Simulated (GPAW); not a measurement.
PtS2:

```
Pt S
1.0
     3.54320    0.00000    0.00000
    -1.77160    3.06850    0.00000
     0.00000    0.00000    5.03880
Pt S
1 2
Direct
  0.00000 0.00000 0.00000
  0.66667 0.33333 0.77300
  0.33333 0.66667 0.22700
```

Base run:

- Program: GPAW 26.7.0
- Functional: LDA
- Potentials or basis: the program's PAW data sets (release 1.2.1) made for this functional
- Cutoff: 600 eV
- Basis: pw
- k mesh: 7 × 7 × 4
- Occupations: fermi-dirac, width 0.05 eV
- Spin: no spin polarisation

Its results: band gap on the k mesh 0.70 eV, indirect (least direct gap 0.86 eV); pressure 3.1 GPa; largest force 0.764 eV/Å.

Task: The run is repeated on the same cell with these changes: k mesh from 7 × 7 × 4 to 9 × 9 × 5; band points from 60 to 100. What comes out?

Result: Band gap on the k mesh 0.89 eV, indirect (least direct gap 0.94 eV); pressure 3.0 GPa; largest force 0.765 eV/Å.

Caveats: spin-orbit coupling is left out, which moves the levels of the heavy elements.
